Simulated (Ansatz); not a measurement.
input.yaml

```yaml
crystal:
  lattice:
    - [2.5196845177, 0.0, 0.0]
    - [0.0, 7.5590535531, 0.0]
    - [0.0, 0.0, 25.6901160534]
  atoms:
    - { symbol: Cu, position: [0.5, 0.2777777778, 0.2919410712] }
    - { symbol: Cu, position: [0.0, 0.5555555556, 0.31505873] }
    - { symbol: Cu, position: [0.5, 0.8333333333, 0.3381763887] }
    - { symbol: Cu, position: [0.0, 0.1111111111, 0.3612940475] }
    - { symbol: Cu, position: [0.5, 0.3888888889, 0.3844117062] }
    - { symbol: Cu, position: [0.0, 0.6666666667, 0.407529365] }
    - { symbol: Cu, position: [0.5, 0.9444444444, 0.4306470237] }
    - { symbol: Cu, position: [0.0, 0.2222222222, 0.4537646825] }
    - { symbol: Cu, position: [0.5, 0.5, 0.4768823412] }
    - { symbol: Cu, position: [0.0, 0.7777777778, 0.5] }
    - { symbol: Cu, position: [0.5, 0.0555555556, 0.5231176588] }
    - { symbol: Cu, position: [0.0, 0.3333333333, 0.5462353175] }
    - { symbol: Cu, position: [0.5, 0.6111111111, 0.5693529763] }
    - { symbol: Cu, position: [0.0, 0.8888888889, 0.592470635] }
    - { symbol: Cu, position: [0.5, 0.1666666667, 0.6155882938] }
    - { symbol: Cu, position: [0.0, 0.4444444444, 0.6387059525] }
    - { symbol: Cu, position: [0.5, 0.7222222222, 0.6618236113] }
    - { symbol: Cu, position: [0.0, 0.0, 0.68494127] }
    - { symbol: Cu, position: [0.5, 0.2777777778, 0.7080589288] }
basis:
  ecutwfc: 420
kpoints:
  mp_grid: { grid: [14, 5, 1] }
hamiltonian:
  xc: pbesol
scf:
  occupations: { method: gaussian, width: 0.1 }
output:
  forces: true
  eigenvalues: true
  write_density: true
  write_potential: true
  elf: true
  volumetric_format: npy
relax:
  adjacent_minimum: "off"
  f_tol: 0.02
  max_steps: 60
efield:
  axis: 3
  dipole_correction: true
  ramp_width: 0.04
```

Run as
```bash
ansatz run input.yaml --threads 4 --pin off --max-ram 10240MiB --backend cpu --events-out ev --progress --plain --runs-dir out
```

Computed with Ansatz, DFT PBEsol, scalar-relativistic, plane waves, PAW.

From the run's log, abridged:

```
Pseudopotentials: kind: paw
Pseudopotential: Cu, paw, valence charge 19, recommended cutoff 420 eV (normal)
Functional definition: PBEsol
Crystal: 19 atoms, lattice volume = 489.305 Å³
Basis set: ecut = 420 eV, 9565 PW (Γ), exchange–correlation on 36×108×360 points (8 copies of the dense FFT grid, shifted against one another)
Bands: 217, of which v1, the nominal top of the filled ones, is band 181 counted from 1 (180 counted from 0)
Symmetry: 2 space group operations
k-points: 24 of 70 (time reversal used)
Initial density: superposition of atomic densities (neutral atoms: chi_scale 0, normalization atom), corrected by the library's trained network
Initial wavefunctions: pseudopotential atomic-orbital guess
Functional: x = pbesol(κ = 0.804, μ = 0.12345679), c = pbesol(β = 0.046)
SCF iter   1: F=—  HF=-125182.330974 eV  |F-HF|=—  |Δ(HF+E_count)|=         —  Δρ=1.42e-2  dr2=6.60e-1  ethr=1.77e-3  p=0.000 e·Å  D=3.89e-12 V/Å  ΔV_dip= 0.00 eV  dr2_dipole=2.18e-8  V_vac-E_F(+/−)=4.52/4.52 eV  ⟨swp⟩=6.4  Hψ=20457  notcnv=0  defer=367
efield: sawtooth ramp at fractional position 0.9800 (placed from the atoms, in the widest stretch of the axis that holds none; the zero of the levels goes with the place), width 0.0400; the density the first Hamiltonian is built on has a dipole p = 0.000 e·Å; the dipole correction subtracts the counter field D = 3.89e-12 V/Å, which shifts the + side's vacuum level by  0.00 eV against the − side's; the planar-averaged density in the ramp window peaks in size at 4.3e-5 e/Å³
SCF iter   2: F=—  HF=-125183.441179 eV  |F-HF|=—  |Δ(HF+E_count)|=    1.11e0  Δρ=4.17e-2  dr2=4.59e0  ethr=1.83e-4  p=0.000 e·Å  D=3.69e-6 V/Å  ΔV_dip= 0.00 eV  dr2_dipole=7.71e-8  V_vac-E_F(+/−)=4.77/4.77 eV  ⟨swp⟩=3.0  Hψ=12568  notcnv=0  defer=687  recentre
SCF iter   3: F=—  HF=-125182.229209 eV  |F-HF|=—  |Δ(HF+E_count)|=    1.21e0  Δρ=2.37e-3  dr2=1.51e-2  ethr=1.83e-4  p=0.000 e·Å  D=2.20e-6 V/Å  ΔV_dip= 0.00 eV  dr2_dipole=1.32e-8  V_vac-E_F(+/−)=4.62/4.62 eV  ⟨swp⟩=2.6  Hψ=10270  notcnv=0  defer=685
SCF iter   4: F=—  HF=-125182.223672 eV  |F-HF|=—  |Δ(HF+E_count)|=   5.54e-3  Δρ=8.32e-4  dr2=2.49e-3  ethr=4.17e-6  p=0.000 e·Å  D=9.11e-7 V/Å  ΔV_dip= 0.00 eV  dr2_dipole=5.95e-10  V_vac-E_F(+/−)=4.63/4.63 eV  ⟨swp⟩=3.1  Hψ=9626  notcnv=0  defer=685
SCF iter   5: F=—  HF=-125182.223692 eV  |F-HF|=—  |Δ(HF+E_count)|=   1.91e-5  Δρ=3.27e-4  dr2=3.73e-4  ethr=6.91e-7  p=0.000 e·Å  D=7.11e-7 V/Å  ΔV_dip= 0.00 eV  dr2_dipole=1.85e-10  V_vac-E_F(+/−)=4.63/4.63 eV  ⟨swp⟩=2.0  Hψ=7670  notcnv=0  defer=685
SCF iter   6: F=—  HF=-125182.223740 eV  |F-HF|=—  |Δ(HF+E_count)|=   4.85e-5  Δρ=1.26e-4  dr2=6.47e-5  ethr=1.03e-7  p=0.000 e·Å  D=3.49e-7 V/Å  ΔV_dip= 0.00 eV  dr2_dipole=1.54e-11  V_vac-E_F(+/−)=4.63/4.63 eV  ⟨swp⟩=2.2  Hψ=7018  notcnv=0  defer=685
SCF iter   7: F=—  HF=-125182.223753 eV  |F-HF|=—  |Δ(HF+E_count)|=   1.28e-5  Δρ=4.20e-5  dr2=1.19e-5  ethr=1.79e-8  p=0.000 e·Å  D=2.05e-7 V/Å  ΔV_dip= 0.00 eV  dr2_dipole=2.62e-11  V_vac-E_F(+/−)=4.63/4.63 eV  ⟨swp⟩=2.2  Hψ=6974  notcnv=0  defer=685
SCF iter   8: F=-125182.223758 eV  HF=-125182.223759 eV  |F-HF|=6.98e-7  |Δ(HF+E_count)|=   6.17e-6  Δρ=3.06e-5  dr2=3.80e-6  ethr=2.77e-9  p=0.000 e·Å  D=1.28e-7 V/Å  ΔV_dip= 0.00 eV  dr2_dipole=5.19e-13  V_vac-E_F(+/−)=4.63/4.63 eV  ⟨swp⟩=23.1  Hψ=59180  notcnv=0
SCF 1 converged in 8 iterations: F = -125182.223758 eV  dr2 = 3.80e-6
relax step   1: F+E_penalty+E_count = -125182.22375836 eV  Δ(F+E_penalty+E_count) = +0.000e0 eV  max|allowed force component| = 5.258e-1 eV/Å  Δτ_max = 0.0000 Å  (8 SCF iters, dr2 threshold 1.00e-5 eV, accepted)
Initial density: handed on by an earlier stage of this run
Initial wavefunctions: those handed on with the density
SCF iter   1: F=—  HF=-125182.287741 eV  |F-HF|=—  |Δ(HF+E_count)|=         —  Δρ=3.74e-3  dr2=3.96e-2  ethr=1.13e-5  p=0.000 e·Å  D=1.28e-7 V/Å  ΔV_dip= 0.00 eV  dr2_dipole=2.57e-12  V_vac-E_F(+/−)=4.63/4.63 eV  ⟨swp⟩=2.4  Hψ=16470  notcnv=0  defer=688
efield: sawtooth ramp at fractional position 0.9800 (handed on by an earlier solve), width 0.0400; the density the first Hamiltonian is built on has a dipole p = 0.000 e·Å; the dipole correction subtracts the counter field D = 1.28e-7 V/Å, which shifts the + side's vacuum level by  0.00 eV against the − side's; the planar-averaged density in the ramp window peaks in size at 2.7e-5 e/Å³
SCF iter   2: F=—  HF=-125182.296871 eV  |F-HF|=—  |Δ(HF+E_count)|=   9.13e-3  Δρ=6.01e-3  dr2=1.08e-1  ethr=1.10e-5  p=0.000 e·Å  D=3.62e-8 V/Å  ΔV_dip= 0.00 eV  dr2_dipole=4.65e-13  V_vac-E_F(+/−)=4.69/4.69 eV  ⟨swp⟩=2.6  Hψ=8910  notcnv=0  defer=688  recentre
SCF iter   3: F=—  HF=-125182.279428 eV  |F-HF|=—  |Δ(HF+E_count)|=   1.74e-2  Δρ=2.59e-3  dr2=2.16e-2  ethr=1.10e-5  p=0.000 e·Å  D=9.15e-8 V/Å  ΔV_dip= 0.00 eV  dr2_dipole=4.83e-13  V_vac-E_F(+/−)=4.63/4.63 eV  ⟨swp⟩=2.4  Hψ=8777  notcnv=0  defer=688
SCF iter   4: F=—  HF=-125182.275373 eV  |F-HF|=—  |Δ(HF+E_count)|=   4.05e-3  Δρ=2.89e-4  dr2=2.43e-4  ethr=5.99e-6  p=0.000 e·Å  D=6.71e-8 V/Å  ΔV_dip= 0.00 eV  dr2_dipole=5.11e-14  V_vac-E_F(+/−)=4.64/4.64 eV  ⟨swp⟩=2.0  Hψ=7702  notcnv=0  defer=689
SCF iter   5: F=—  HF=-125182.275540 eV  |F-HF|=—  |Δ(HF+E_count)|=   1.67e-4  Δρ=2.71e-4  dr2=2.27e-4  ethr=6.74e-8  p=0.000 e·Å  D=1.05e-8 V/Å  ΔV_dip= 0.00 eV  dr2_dipole=9.02e-13  V_vac-E_F(+/−)=4.64/4.64 eV  ⟨swp⟩=3.0  Hψ=11081  notcnv=0  defer=689
SCF iter   6: F=—  HF=-125182.275524 eV  |F-HF|=—  |Δ(HF+E_count)|=   1.62e-5  Δρ=1.25e-4  dr2=4.91e-5  ethr=6.28e-8  p=0.000 e·Å  D=3.65e-8 V/Å  ΔV_dip= 0.00 eV  dr2_dipole=5.68e-14  V_vac-E_F(+/−)=4.64/4.64 eV  ⟨swp⟩=2.0  Hψ=6233  notcnv=0  defer=689
SCF iter   7: F=-125182.275523 eV  HF=-125182.275528 eV  |F-HF|=5.45e-6  |Δ(HF+E_count)|=   4.43e-6  Δρ=4.45e-5  dr2=6.35e-6  ethr=4.79e-9  p=0.000 e·Å  D=7.27e-9 V/Å  ΔV_dip= 0.00 eV  dr2_dipole=8.41e-13  V_vac-E_F(+/−)=4.64/4.64 eV  ⟨swp⟩=19.3  Hψ=57794  notcnv=0
SCF 2 converged in 7 iterations: F = -125182.275523 eV  dr2 = 6.35e-6
relax step   2: F+E_penalty+E_count = -125182.27552293 eV  Δ(F+E_penalty+E_count) = -5.176e-2 eV  max|allowed force component| = 3.323e-1 eV/Å  Δτ_max = 0.0540 Å  (7 SCF iters, dr2 threshold 1.73e-5 eV, accepted)
SCF iter   1: F=—  HF=-125182.354375 eV  |F-HF|=—  |Δ(HF+E_count)|=         —  Δρ=6.82e-3  dr2=1.35e-1  ethr=3.22e-4  p=0.000 e·Å  D=7.24e-9 V/Å  ΔV_dip= 0.00 eV  dr2_dipole=2.79e-11  V_vac-E_F(+/−)=4.64/4.64 eV  ⟨swp⟩=4.5  Hψ=10715  notcnv=0  defer=689
efield: sawtooth ramp at fractional position 0.9800 (handed on by an earlier solve), width 0.0400; the density the first Hamiltonian is built on has a dipole p = 0.000 e·Å; the dipole correction subtracts the counter field D = 7.24e-9 V/Å, which shifts the + side's vacuum level by  0.00 eV against the − side's; the planar-averaged density in the ramp window peaks in size at 2.3e-5 e/Å³
SCF iter   2: F=—  HF=-125182.381608 eV  |F-HF|=—  |Δ(HF+E_count)|=   2.72e-2  Δρ=1.07e-2  dr2=3.43e-1  ethr=3.74e-5  p=0.000 e·Å  D=6.21e-7 V/Å  ΔV_dip= 0.00 eV  dr2_dipole=6.02e-12  V_vac-E_F(+/−)=4.74/4.74 eV  ⟨swp⟩=2.9  Hψ=10942  notcnv=0  defer=690  recentre
SCF iter   3: F=—  HF=-125182.326288 eV  |F-HF|=—  |Δ(HF+E_count)|=   5.53e-2  Δρ=4.70e-3  dr2=6.82e-2  ethr=3.74e-5  p=0.000 e·Å  D=3.18e-7 V/Å  ΔV_dip= 0.00 eV  dr2_dipole=1.71e-11  V_vac-E_F(+/−)=4.64/4.64 eV  ⟨swp⟩=2.6  Hψ=8810  notcnv=0  defer=690
SCF iter   4: F=—  HF=-125182.313275 eV  |F-HF|=—  |Δ(HF+E_count)|=   1.30e-2  Δρ=7.35e-4  dr2=1.57e-3  ethr=1.89e-5  p=0.000 e·Å  D=1.15e-7 V/Å  ΔV_dip= 0.00 eV  dr2_dipole=4.46e-13  V_vac-E_F(+/−)=4.66/4.66 eV  ⟨swp⟩=2.0  Hψ=7312  notcnv=0  defer=690
SCF iter   5: F=—  HF=-125182.313175 eV  |F-HF|=—  |Δ(HF+E_count)|=   9.95e-5  Δρ=3.80e-4  dr2=4.45e-4  ethr=4.36e-7  p=0.000 e·Å  D=1.68e-8 V/Å  ΔV_dip= 0.00 eV  dr2_dipole=1.84e-12  V_vac-E_F(+/−)=4.65/4.65 eV  ⟨swp⟩=3.0  Hψ=10477  notcnv=0  defer=690
SCF iter   6: F=—  HF=-125182.313166 eV  |F-HF|=—  |Δ(HF+E_count)|=   8.89e-6  Δρ=8.24e-5  dr2=2.54e-5  ethr=1.23e-7  p= 0.000 e·Å  D=-2.30e-8 V/Å  ΔV_dip=0.00 eV  dr2_dipole=1.11e-13  V_vac-E_F(+/−)=4.65/4.65 eV  ⟨swp⟩=2.0  Hψ=6747  notcnv=0  defer=690
SCF iter   7: F=—  HF=-125182.313194 eV  |F-HF|=—  |Δ(HF+E_count)|=   2.78e-5  Δρ=8.06e-5  dr2=2.17e-5  ethr=1.91e-9  p=0.000 e·Å  D=1.13e-9 V/Å  ΔV_dip= 0.00 eV  dr2_dipole=1.07e-12  V_vac-E_F(+/−)=4.65/4.65 eV  ⟨swp⟩=20.7  Hψ=59379  notcnv=0
SCF iter   8: F=-125182.313190 eV  HF=-125182.313193 eV  |F-HF|=2.85e-6  |Δ(HF+E_count)|=   1.18e-6  Δρ=3.20e-5  dr2=3.55e-6  ethr=1.91e-9  p= 0.000 e·Å  D=-2.33e-8 V/Å  ΔV_dip=0.00 eV  dr2_dipole=2.35e-16  V_vac-E_F(+/−)=4.65/4.65 eV  ⟨swp⟩=13.1  Hψ=45891  notcnv=0
SCF iter   9: F=-125182.313193 eV  HF=-125182.313193 eV  |F-HF|=6.15e-7  |Δ(HF+E_count)|=   3.07e-7  Δρ=5.66e-6  dr2=1.14e-7  ethr=9.82e-10  p= 0.000 e·Å  D=-7.96e-9 V/Å  ΔV_dip=0.00 eV  dr2_dipole=2.11e-14  V_vac-E_F(+/−)=4.65/4.65 eV  ⟨swp⟩=11.7  Hψ=43967  notcnv=0
SCF 3 converged in 9 iterations: F = -125182.313193 eV  dr2 = 1.14e-7
relax step   3: F+E_penalty+E_count = -125182.31319341 eV  Δ(F+E_penalty+E_count) = -3.767e-2 eV  max|allowed force component| = 4.198e-2 eV/Å  Δτ_max = 0.0886 Å  (9 SCF iters, dr2 threshold 6.90e-6 eV, accepted)
SCF iter   1: F=—  HF=-125182.314425 eV  |F-HF|=—  |Δ(HF+E_count)|=         —  Δρ=7.76e-4  dr2=1.57e-3  ethr=6.92e-6  p= 0.000 e·Å  D=-7.94e-9 V/Å  ΔV_dip=0.00 eV  dr2_dipole=1.04e-13  V_vac-E_F(+/−)=4.66/4.66 eV  ⟨swp⟩=2.5  Hψ=8909  notcnv=0  defer=690
efield: sawtooth ramp at fractional position 0.9800 (handed on by an earlier solve), width 0.0400; the density the first Hamiltonian is built on has a dipole p =  0.000 e·Å; the dipole correction subtracts the counter field D = -7.94e-9 V/Å, which shifts the + side's vacuum level by +0.00 eV against the − side's; the planar-averaged density in the ramp window peaks in size at 2.2e-5 e/Å³
SCF iter   2: F=—  HF=-125182.313919 eV  |F-HF|=—  |Δ(HF+E_count)|=   5.06e-4  Δρ=6.54e-4  dr2=1.39e-3  ethr=4.36e-7  p=0.000 e·Å  D=1.33e-7 V/Å  ΔV_dip= 0.00 eV  dr2_dipole=2.24e-11  V_vac-E_F(+/−)=4.65/4.65 eV  ⟨swp⟩=2.6  Hψ=10286  notcnv=0  defer=690
SCF iter   3: F=—  HF=-125182.314068 eV  |F-HF|=—  |Δ(HF+E_count)|=   1.50e-4  Δρ=8.75e-4  dr2=2.35e-3  ethr=3.85e-7  p=0.000 e·Å  D=2.54e-8 V/Å  ΔV_dip= 0.00 eV  dr2_dipole=1.28e-12  V_vac-E_F(+/−)=4.66/4.66 eV  ⟨swp⟩=2.3  Hψ=8541  notcnv=0  defer=690
SCF iter   4: F=—  HF=-125182.313703 eV  |F-HF|=—  |Δ(HF+E_count)|=   3.65e-4  Δρ=2.59e-4  dr2=2.05e-4  ethr=3.85e-7  p= 0.000 e·Å  D=-4.72e-9 V/Å  ΔV_dip=0.00 eV  dr2_dipole=5.71e-15  V_vac-E_F(+/−)=4.66/4.66 eV  ⟨swp⟩=2.0  Hψ=7170  notcnv=0  defer=690
SCF iter   5: F=—  HF=-125182.313650 eV  |F-HF|=—  |Δ(HF+E_count)|=   5.31e-5  Δρ=7.67e-5  dr2=1.85e-5  ethr=5.68e-8  p=0.000 e·Å  D=6.87e-9 V/Å  ΔV_dip= 0.00 eV  dr2_dipole=3.47e-12  V_vac-E_F(+/−)=4.66/4.66 eV  ⟨swp⟩=2.3  Hψ=8378  notcnv=0  defer=690
SCF iter   6: F=—  HF=-125182.313831 eV  |F-HF|=—  |Δ(HF+E_count)|=   1.81e-4  Δρ=1.53e-5  dr2=7.11e-7  ethr=5.13e-9  p= 0.000 e·Å  D=-6.63e-10 V/Å  ΔV_dip=0.00 eV  dr2_dipole=6.19e-14  V_vac-E_F(+/−)=4.66/4.66 eV  ⟨swp⟩=2.0  Hψ=6740  notcnv=0  defer=690
SCF iter   7: F=—  HF=-125182.313831 eV  |F-HF|=—  |Δ(HF+E_count)|=   4.86e-8  Δρ=6.94e-6  dr2=1.48e-7  ethr=1.97e-10  p= 0.000 e·Å  D=-3.08e-9 V/Å  ΔV_dip=0.00 eV  dr2_dipole=5.30e-16  V_vac-E_F(+/−)=4.66/4.66 eV  ⟨swp⟩=3.0  Hψ=10331  notcnv=0  defer=690
SCF iter   8: F=-125182.313831 eV  HF=-125182.313831 eV  |F-HF|=5.88e-8  |Δ(HF+E_count)|=   8.34e-9  Δρ=4.27e-6  dr2=5.84e-8  ethr=2.77e-11  p=0.000 e·Å  D=8.76e-10 V/Å  ΔV_dip= 0.00 eV  dr2_dipole=7.10e-15  V_vac-E_F(+/−)=4.66/4.66 eV  ⟨swp⟩=16.8  Hψ=42034  notcnv=0
SCF 4 converged in 8 iterations: F = -125182.313831 eV  dr2 = 5.84e-8
relax step   4: F+E_penalty+E_count = -125182.31383126 eV  Δ(F+E_penalty+E_count) = -6.379e-4 eV  max|allowed force component| = 4.289e-3 eV/Å  Δτ_max = 0.0081 Å  (8 SCF iters, accepted)
WARN: The output density's exchange-correlation potential varies sharply where the density is thin. Do not read a vacuum level from v_tot or v_xc, or from such a field of the output density. On a cell that repeats whose density bears no net charge and no dipole along the vacuum's axis use v_es (v_loc + v_h of the components); under efield.dipole_correction with no amplitude use v_es + v_field, which holds any external_charges[].barrier, or the levels of the report's work_function block, which leave it out; under a non-zero efield.amplitude the vacuum is tilted and has no level; on a cell that repeats and bears such a dipole with no correction it is tilted too, and efield.dipole_correction wi ...
SCF converged after 8 iterations
Free energy (F): -125182.313831 eV
Harris-Foulkes:  -125182.313831 eV  (|F-HF|=5.88e-8)
Internal energy: -125182.293391 eV  (E = F + TS)
E sigma→0 (E₀):  -125182.303611 eV
Entropy (-TS):   -0.020440 eV (-1.076 meV/atom)
Fermi energy:    5.113529 eV
Dipole field:    D = 0.000000 V/Å  (p = 0.000000 e·Å, saw-weighted, corrected)
Work function:   Φ+ = 4.6565 eV   Φ− = 4.6565 eV
Levels:          The Fermi level and band energies are counted from a zero that moves with the ramp; work functions are not
--- Per-component energies (eV) ---
  E_band       = -10998.678411
  E_kinetic    = 5708.299588
  E_local      = -922127.627066  (includes V_loc(G=0)·N_el)
  E_nonlocal   = 7449.082651
  E_hartree    = 454356.924783
  E_xc         = -1689.084256
  E_vxc        = -2189.090064  (∫ρ·V_xc dr)
  E_paw        = -30908.009884  (= ΣΔE_a)
  E_vpaw       = -8553.168033  (= ΣTr[D̂ρ^β])
  E_aug_tail   = 0.004574  (compensation charges beyond the density's cutoff)
  E_efield     = 0.000000  (sawtooth field / dipole correction)
  E_vefield    = 0.000000  (∫n·V_field dr)
  E_ewald      = 362024.198379
  E_core_change = 3.917842  (= ΣΔE_core)
  E_smearing   = -0.020440  (= −TS)
--- Forces (eV/Å), atoms counted from 1 ---
  atom   1  Cu     0.00000000     0.00428913     0.00128947
  atom   2  Cu     0.00000000    -0.00129738     0.00095295
  atom   3  Cu     0.00000000    -0.00301604    -0.00049711
  atom   4  Cu     0.00000000     0.00239123     0.00144656
  atom   5  Cu     0.00000000    -0.00152508    -0.00237076
  atom   6  Cu     0.00000000     0.00070432    -0.00057611
  atom   7  Cu     0.00000000    -0.00185334    -0.00084336
  atom   8  Cu     0.00000000     0.00019002     0.00105014
  atom   9  Cu     0.00000000     0.00027077    -0.00000313
  atom  10  Cu     0.00000000     0.00000004    -0.00000013
  atom  11  Cu     0.00000000    -0.00027077     0.00000331
  atom  12  Cu     0.00000000    -0.00018994    -0.00105019
  atom  13  Cu     0.00000000     0.00185342     0.00084347
  atom  14  Cu     0.00000000    -0.00070447     0.00057600
  atom  15  Cu     0.00000000     0.00152531     0.00237047
  atom  16  Cu     0.00000000    -0.00239156    -0.00144658
  atom  17  Cu     0.00000000     0.00301629     0.00049700
  atom  18  Cu     0.00000000     0.00129731    -0.00095253
  atom  19  Cu     0.00000000    -0.00428923    -0.00128952
--- Band table (eV; the first three rows and the last of 24) ---
  k-point 0: bands = ["-107.2476", "-107.2436", "-107.2329", "-107.2314", "-107.2249", "-107.2197", "-107.2177", "-107.2084", "-107.2080", "-107.2052", "-107.2043", "-107.1897", "-107.1897", "-106.9630", "-106.9630", "-106.9275", "-106.9275", "-106.7746", "-106.7746", "-64.8144", "-64.8092", "-64.8071", "-64.8037", "-64.7915", "-64.7845", "-64.7799", "-64.7729", "-64.7698", "-64.7630", "-64.7491", "-64.7466", "-64.7384", "-64.7368", "-64.7351", "-64.7345", "-64.7276", "-64.7235", "-64.7232", "-64.7182", "-64.7170", "-64.7139", "-64.7114", "-64.7096", "-64.7075", "-64.7069", "-64.7060", "-64.7025", "-64.7005", "-64.6986", "-64.6982", "-64.6980", "-64.6872", "-64.6870", "-64.6862", "-64.6833", ...
  k-point 1: bands = ["-107.2476", "-107.2436", "-107.2330", "-107.2314", "-107.2249", "-107.2196", "-107.2176", "-107.2084", "-107.2080", "-107.2051", "-107.2044", "-107.1897", "-107.1897", "-106.9630", "-106.9630", "-106.9275", "-106.9275", "-106.7746", "-106.7746", "-64.8163", "-64.8088", "-64.8067", "-64.8029", "-64.7889", "-64.7858", "-64.7797", "-64.7740", "-64.7669", "-64.7657", "-64.7536", "-64.7439", "-64.7401", "-64.7362", "-64.7338", "-64.7312", "-64.7273", "-64.7250", "-64.7223", "-64.7202", "-64.7176", "-64.7152", "-64.7116", "-64.7089", "-64.7070", "-64.7064", "-64.7061", "-64.7011", "-64.7000", "-64.6989", "-64.6983", "-64.6968", "-64.6902", "-64.6862", "-64.6848", "-64.6836", ...
  k-point 2: bands = ["-107.2475", "-107.2436", "-107.2332", "-107.2314", "-107.2249", "-107.2195", "-107.2175", "-107.2084", "-107.2080", "-107.2050", "-107.2046", "-107.1897", "-107.1897", "-106.9630", "-106.9630", "-106.9275", "-106.9275", "-106.7746", "-106.7746", "-64.8183", "-64.8104", "-64.8044", "-64.7994", "-64.7907", "-64.7842", "-64.7787", "-64.7759", "-64.7697", "-64.7619", "-64.7553", "-64.7450", "-64.7445", "-64.7356", "-64.7324", "-64.7274", "-64.7272", "-64.7242", "-64.7220", "-64.7194", "-64.7190", "-64.7163", "-64.7149", "-64.7080", "-64.7079", "-64.7049", "-64.7036", "-64.6996", "-64.6993", "-64.6993", "-64.6984", "-64.6973", "-64.6926", "-64.6847", "-64.6844", "-64.6836", ...
  k-point 23: bands = ["-107.2403", "-107.2372", "-107.2251", "-107.2244", "-107.2177", "-107.2146", "-107.2146", "-107.2034", "-107.2034", "-107.1996", "-107.1996", "-107.1845", "-107.1845", "-106.9570", "-106.9570", "-106.9222", "-106.9222", "-106.7690", "-106.7690", "-64.8105", "-64.8097", "-64.8075", "-64.8033", "-64.7984", "-64.7943", "-64.7937", "-64.7932", "-64.7879", "-64.7855", "-64.7823", "-64.7717", "-64.7666", "-64.7610", "-64.7564", "-64.7560", "-64.7534", "-64.7517", "-64.7434", "-64.7379", "-64.7377", "-64.7354", "-64.7328", "-64.7325", "-64.7304", "-64.7281", "-64.7270", "-64.7262", "-64.7195", "-64.7189", "-64.7179", "-64.7153", "-64.7142", "-64.7127", "-64.7099", "-64.7041" ...
--- Relaxed structure (4 steps of the walk, 4 accepted, 0 SCFs on fresh bases) ---
  F+E_penalty+E_count = -125182.31383126 eV   max|allowed force component| = 4.289e-3 eV/Å
  atoms:
    - { symbol: Cu, position: [0.5, 0.28222757, 0.29704457] }
    - { symbol: Cu, position: [0.0, 0.55579851, 0.31694155] }
    - { symbol: Cu, position: [0.5, 0.83157460, 0.33821275] }
    - { symbol: Cu, position: [0.0, 0.10462058, 0.36036179] }
    - { symbol: Cu, position: [0.5, 0.38667547, 0.38605445] }
    - { symbol: Cu, position: [0.0, 0.66800582, 0.40778956] }
    - { symbol: Cu, position: [0.5, 0.94536709, 0.43079805] }
    - { symbol: Cu, position: [0.0, 0.22123912, 0.45423030] }
    - { symbol: Cu, position: [0.5, 0.50088582, 0.47681767] }
    - { symbol: Cu, position: [0.0, 0.77777777, 0.50000000] }
    - { symbol: Cu, position: [0.5, 0.05466973, 0.52318232] }
    - { symbol: Cu, position: [0.0, 0.33431643, 0.54576969] }
    - { symbol: Cu, position: [0.5, 0.61018846, 0.56920194] }
    - { symbol: Cu, position: [0.0, 0.88754972, 0.59221043] }
    - { symbol: Cu, position: [0.5, 0.16888007, 0.61394554] }
    - { symbol: Cu, position: [0.0, 0.45093497, 0.63963820] }
    - { symbol: Cu, position: [0.5, 0.72398094, 0.66178725] }
    - { symbol: Cu, position: [0.0, -0.00024295, 0.68305844] }
    - { symbol: Cu, position: [0.5, 0.27332799, 0.70295542] }
```

The relaxation met its thresholds.

Time: 5.8 min on 4 threads of Intel(R) Xeon(R) 6975P-C (Granite Rapids), on a shared host, peak memory 3.3 GiB.